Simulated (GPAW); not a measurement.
# BN (F-43m) in GPAW: convergence with smearing function

Aim: find how far smearing function must go before the results for BN settle, at LDA. This setting moves, with any that are tied to it; all else stays.

All numbers are computed with GPAW 26.7.0; they aren't measurements. Logs are shortened: lines on timing, memory, paths and dates and some standing lists are left out, and cuts for length are marked. The log counts tension as positive stress, the text compression.

### 1 The structure

The structure is cubic, space group F-43m (No. 216). Conventional cell: a = 3.626 Å, b = 3.626 Å, c = 3.626 Å, α = 90.00°, β = 90.00°, γ = 90.00°. N (site symmetry -43m) is surrounded by 4 B at 1.57 Å. Around B (site symmetry -43m) lie 4 N at 1.57 Å.

The cell is a database's computed one.

### 2 With smearing function fermi-dirac

The input, run.py:

```python
from ase.dft.bandgap import bandgap
from ase.io import read, write
from ase.units import GPa
from gpaw import GPAW, PW

atoms = read('BN.xyz')

calc = GPAW(mode=PW(800),
            xc='LDA',
            kpts={'size': (13, 13, 13), 'gamma': True},
            occupations={'name': 'fermi-dirac', 'width': 0.1},
            nbands=11,
            convergence={'density': 1e-05, 'energy': 1e-05},
            maxiter=100,
            txt='gpaw.txt')
atoms.calc = calc
energy = atoms.get_potential_energy()
forces = atoms.get_forces()
stress = atoms.get_stress()
calc.write('gs.gpw')
write('result.traj', atoms)
print(f'Energy: {energy:.6f} eV')
print('Forces (eV/A):')
print(forces.round(4))
print('Stress (GPa):', (stress / GPa).round(3))
print('Fermi level:', round(calc.get_fermi_level(), 4), 'eV')
print(f'Gap: {bandgap(calc)[0]:.4f} eV, direct: {bandgap(calc, direct=True)[0]:.4f} eV')
```

The input, BN.xyz:

```xyz
2
Lattice="0.0000000000 1.8130010000 1.8130010000 1.8130010000 0.0000000000 1.8130010000 1.8130010000 1.8130010000 0.0000000000" Properties=species:S:1:pos:R:3 pbc="T T T"
N      0.9065005000      0.9065005000      0.9065005000
B      0.0000000000      0.0000000000      0.0000000000
```

Potentials or basis: the program's PAW data sets (release 1.2.1) made for this functional, pw.

The run is started by

```bash
$ OMP_NUM_THREADS=1 python run.py
```

Run time: 13 s. Hardware: 1 thread of Arm Neoverse V2, shared host; peak memory 0.14 GiB.

It converged, with:

| Item | Value |
| --- | --- |
| Free energy | -19.4750 eV |
| Pressure | -15.5 GPa |
| Band gap on the k mesh | 4.42 eV, indirect (least direct gap 8.65 eV) |

### 3 With smearing function gaussian

Changes to run.py since step 2:

```diff
@@ -10,3 +10,3 @@
             kpts={'size': (13, 13, 13), 'gamma': True},
-            occupations={'name': 'fermi-dirac', 'width': 0.1},
+            occupations={'name': 'methfessel-paxton', 'order': 0, 'width': 0.1},
             nbands=11,
```

BN.xyz is that of step 2.

Potentials or basis: the program's PAW data sets (release 1.2.1) made for this functional, pw.

The run is started by

```bash
$ OMP_NUM_THREADS=1 python run.py
```

Run time: 13 s. Hardware: 1 thread of Arm Neoverse V2, shared host; peak memory 0.14 GiB.

It converged, with:

- Free energy: -19.4750 eV
- Pressure: -15.5 GPa
- Band gap on the k mesh: 4.42 eV, indirect (least direct gap 8.65 eV)

### 4 With smearing function marzari-vanderbilt

Changes to run.py since step 3:

```diff
@@ -10,3 +10,3 @@
             kpts={'size': (13, 13, 13), 'gamma': True},
-            occupations={'name': 'methfessel-paxton', 'order': 0, 'width': 0.1},
+            occupations={'name': 'marzari-vanderbilt', 'width': 0.1},
             nbands=11,
```

BN.xyz is that of step 3.

The run is started by

```bash
$ OMP_NUM_THREADS=1 python run.py
```

Run time: 13 s. Hardware: 1 thread of Arm Neoverse V2, shared host; peak memory 0.14 GiB.

It converged, with:

| Item | Value |
| --- | --- |
| Free energy | -19.4750 eV |
| Pressure | -15.5 GPa |
| Band gap on the k mesh | 4.42 eV, indirect (least direct gap 8.65 eV) |

### 5 With smearing function methfessel-paxton

Changes to run.py since step 4:

```diff
@@ -10,3 +10,3 @@
             kpts={'size': (13, 13, 13), 'gamma': True},
-            occupations={'name': 'marzari-vanderbilt', 'width': 0.1},
+            occupations={'name': 'methfessel-paxton', 'width': 0.1, 'order': 1},
             nbands=11,
```

BN.xyz is that of step 4.

The run is started by

```bash
$ OMP_NUM_THREADS=1 python run.py
```

Wall time 12 s (1 thread of Arm Neoverse V2, shared host); peak memory 0.14 GiB.

The run converged. Its results:

| Item | Value |
| --- | --- |
| Free energy | -19.4750 eV |
| Pressure | -15.5 GPa |
| Band gap on the k mesh | 4.42 eV, indirect (least direct gap 8.65 eV) |

### 6 With smearing function tetrahedron-method

Changes to run.py since step 5:

```diff
@@ -10,3 +10,3 @@
             kpts={'size': (13, 13, 13), 'gamma': True},
-            occupations={'name': 'methfessel-paxton', 'width': 0.1, 'order': 1},
+            occupations={'name': 'tetrahedron-method'},
             nbands=11,
```

BN.xyz is that of step 5.

Potentials or basis: the program's PAW data sets (release 1.2.1) made for this functional, pw.

The run is started by

```bash
$ OMP_NUM_THREADS=1 python run.py
```

Wall time 12 s (1 thread of Arm Neoverse V2, shared host); peak memory 0.14 GiB.

Results (log left out):

```yaml
Free_energy: -19.4750 eV
Pressure: -15.5 GPa
Band_gap_on_the_k_mesh: 4.42 eV, indirect (least direct gap 8.65 eV)
```

### 7 With smearing function improved-tetrahedron-method

Changes to run.py since step 6:

```diff
@@ -10,3 +10,3 @@
             kpts={'size': (13, 13, 13), 'gamma': True},
-            occupations={'name': 'tetrahedron-method'},
+            occupations={'name': 'improved-tetrahedron-method'},
             nbands=11,
```

BN.xyz is that of step 6.

The run is started by

```bash
$ OMP_NUM_THREADS=1 python run.py
```

It took 12 s on 1 thread of Arm Neoverse V2, shared host; peak memory 0.14 GiB.

Results (log left out):

* Free energy: -19.4750 eV
* Pressure: -15.5 GPa
* Band gap on the k mesh: 4.42 eV, indirect (least direct gap 8.65 eV)

### 8 With smearing function fixed

Changes to run.py since step 7:

```diff
@@ -10,3 +10,3 @@
             kpts={'size': (13, 13, 13), 'gamma': True},
-            occupations={'name': 'improved-tetrahedron-method'},
+            occupations={'width': 0.0},
             nbands=11,
```

BN.xyz is that of step 7.

Potentials or basis: the program's PAW data sets (release 1.2.1) made for this functional, pw.

The run is started by

```bash
$ OMP_NUM_THREADS=1 python run.py
```

gpaw.txt:

```text
__  _  _
 | _ |_)|_||  |
 |__||  | ||/\| - 26.7.0

Input parameters:
  mode=PW(ecut=800.0),
  convergence={'density': 1e-05, 'energy': 1e-05},
  kpts=MonkhorstPack(size=(13, 13, 13), gamma=True),
  maxiter=100,
  nbands=11,
  occupations=Occupations(width=0.0),
  xc=XC(name='LDA')

Diagonalizing LCAO Hamiltonian
Converting LCAO to pw mode

          N
       B

Atoms  # Å, Bohr magnetons
|   | symbol |        x |        y |        z |    initial magnetic moments |
|---|--------|----------|----------|----------|-----------------------------|
| 0 |      N | 0.906501 | 0.906501 | 0.906501 | ( 0.0000,  0.0000,  0.0000) |
| 1 |      B | 0.000000 | 0.000000 | 0.000000 | ( 0.0000,  0.0000,  0.0000) |

Unit cell  # Å
| periodic |        x |        y |        z |  lengths |    angles |
|----------|----------|----------|----------|----------|-----------|
|      yes | 0.000000 | 1.813001 | 1.813001 | 2.563971 | 60.000000 |
|      yes | 1.813001 | 0.000000 | 1.813001 | 2.563971 | 60.000000 |
|      yes | 1.813001 | 1.813001 | 0.000000 | 2.563971 | 60.000000 |

Number of symmetries: 24
Symmetry operations  # r_c * U_cc + t_c -> r_c
|    | kind |            matrix            |
|----|------|------------------------------|
|  0 |  E   |  1, 0, 0,  0, 1, 0,  0, 0, 1 |
|  1 |  σ   |  1, 0, 0,  0, 0, 1,  0, 1, 0 |
|  2 |  σ   |  1, 0,-1,  0, 1,-1,  0, 0,-1 |
|  3 |  C3  |  1, 0,-1,  0, 0,-1,  0, 1,-1 |
|  4 |  C3  |  1,-1, 0,  0,-1, 1,  0,-1, 0 |
|  5 |  σ   |  1,-1, 0,  0,-1, 0,  0,-1, 1 |
|  6 |  σ   |  0, 1, 0,  1, 0, 0,  0, 0, 1 |
|  7 |  C3  |  0, 1, 0,  0, 0, 1,  1, 0, 0 |
|  8 |  C2  |  0, 1,-1,  1, 0,-1,  0, 0,-1 |
|  9 |  S4  |  0, 1,-1,  0, 0,-1,  1, 0,-1 |
| 10 |  C3  |  0, 0, 1,  1, 0, 0,  0, 1, 0 |
| 11 |  σ   |  0, 0, 1,  0, 1, 0,  1, 0, 0 |
| 12 |  S4  |  0, 0,-1,  1, 0,-1,  0, 1,-1 |
| 13 |  C3  |  0, 0,-1,  0, 1,-1,  1, 0,-1 |
| 14 |  S4  |  0,-1, 1,  1,-1, 0,  0,-1, 0 |
| 15 |  C2  |  0,-1, 1,  0,-1, 0,  1,-1, 0 |
| 16 |  C3  |  0,-1, 0,  1,-1, 0,  0,-1, 1 |
| 17 |  S4  |  0,-1, 0,  0,-1, 1,  1,-1, 0 |
| 18 |  S4  | -1, 1, 0, -1, 0, 1, -1, 0, 0 |
| 19 |  C3  | -1, 1, 0, -1, 0, 0, -1, 0, 1 |
[... 105 lines left out ...]
  niter=2

density mixing:
  MSR1-Mixer
  Pratt-step length: 0.05
  Maximum mixing coefficient: 0.75
  Old densities: 10
  SVD Regularization: 0.005
  Good broyden scale: 1.0
  Trust region scale: 1.0
  Backstep threshold: 4.0
  History deletion threshold: 6.0
  Fourier metric: weight=20.0, sigma=0.015

occupation numbers:
  # Zero width

poisson solver:
  ecut: 6400.0  # eV

xc functional:
  name: None

convergence criteria:
[... 6 lines left out ...]
|iter     | |      energy | eigst |  dens |
|---------|-|-------------|-------|-------|
|iter:   1| |  -20.435127 | +0.11 |       |
|iter:   2| |  -20.245801 | -2.03 | -0.74 |
|iter:   3| |  -19.497442 | -1.38 | -0.78 |
|iter:   4| |  -19.477189 | -2.98 | -1.39 |
|iter:   5| |  -19.475033 | -3.61 | -1.86 |
|iter:   6| |  -19.475035 | -5.29 | -2.59 |
|iter:   7| |  -19.475035c| -7.22 | -3.67 |
|iter:   8| |  -19.475035c| -7.46c| -4.40 |
|iter:   9| |  -19.475035c| -8.67c| -5.89c|

Converged in 9 steps
Energy contributions relative to reference atoms: (reference = -2133.488728)

Energy contributions:
  Kinetic:          15.952139
  Coulomb:         -15.323182
  Zero:              0.101183
  External:          0.000000
  Xc:              -20.205176
  Entropy:           0.000000
  Spinorbit:         0.000000
  ----------------------------
  Free energy:     -19.475035
  Extrapolated:    -19.475035

dipole moment: (-7.333818, -7.333818, -7.333818)  # |e|*Ang

Fermi level: 11.901
Eigenvalues  # (at kpt = [0.000, 0.000, 0.000])
| band index |      eig [eV] | occ [0-2] |
|------------|---------------|-----------|
|          0 |       -10.274 |     2.000 |
|          1 |         9.691 |     2.000 |
|          2 |         9.691 |     2.000 |
|          3 |         9.691 |     2.000 |
|          4 |        18.344 |     0.000 |
|          5 |        18.344 |     0.000 |
|          6 |        18.344 |     0.000 |
|          7 |        19.990 |     0.000 |
|          8 |        34.020 |     0.000 |
|          9 |        37.411 |     0.000 |
|         10 |        37.688 |     0.000 |

Gap: 4.420 eV
Transition (v -> c):
  (s=0, k=0, n=3, [0.00, 0.00, 0.00]) -> (s=0, k=77, n=4, [0.46, 0.46, 0.00])
Direct/indirect transitions are different
Direct gap: 8.652 eV
Transition at: (s=0, k=0, n=3, [0.00, 0.00, 0.00])

Forces  # eV/Ang
|       x |       y |       z |
|---------|---------|---------|
| 0.00000 | 0.00000 | 0.00000 |  # N    0
| 0.00000 | 0.00000 | 0.00000 |  # B    1

Stress tensor  # eV/Ang^3
|         x |         y |         z |
|-----------|-----------|-----------|
|  0.096640 |  0.000000 | -0.000000 |
|  0.000000 |  0.096640 | -0.000000 |
| -0.000000 | -0.000000 |  0.096640 |

# Writing to gs.gpw (mode='')
```

stdout:

```text
Energy: -19.475035 eV
Forces (eV/A):
[[0. 0. 0.]
 [0. 0. 0.]]
Stress (GPa): [15.483 15.483 15.483 -0.    -0.     0.   ]
Fermi level: 11.9014 eV
Gap: 4.4200 eV, direct: 8.6522 eV
```

Wall time 12 s (1 thread of Arm Neoverse V2, shared host); peak memory 0.14 GiB.

What came out:

```
Free energy            : -19.4750 eV
Pressure               : -15.5 GPa
Band gap on the k mesh : 4.42 eV, indirect (least direct gap 8.65 eV)
```

### 9 Result

| smearing function | energy less the tightest run, at zero smearing (meV/atom) | SCF cycles | CPU time (s) | peak memory (GiB) |
| --- | --- | --- | --- | --- |
| fermi-dirac | 0.00 | 9 | 13 | 0.14 |
| gaussian | 0.00 | 9 | 13 | 0.14 |
| marzari-vanderbilt | 0.00 | 9 | 13 | 0.14 |
| methfessel-paxton | 0.00 | 9 | 12 | 0.14 |
| tetrahedron-method | 0.00 | 9 | 12 | 0.14 |
| improved-tetrahedron-method | 0.00 | 9 | 12 | 0.14 |
| fixed | 0.00 | 9 | 12 | 0.14 |

Against the tightest run, the energy stays within 1 meV/atom from fermi-dirac on. The tightest run that finished is the yardstick and may itself not be fully converged.

Caveats: so large a pressure means that the cell lies far from this level's equilibrium, or that cutoff or potentials fall short; an odd mesh through Γ misses points on the zone boundary, where band edges often lie.
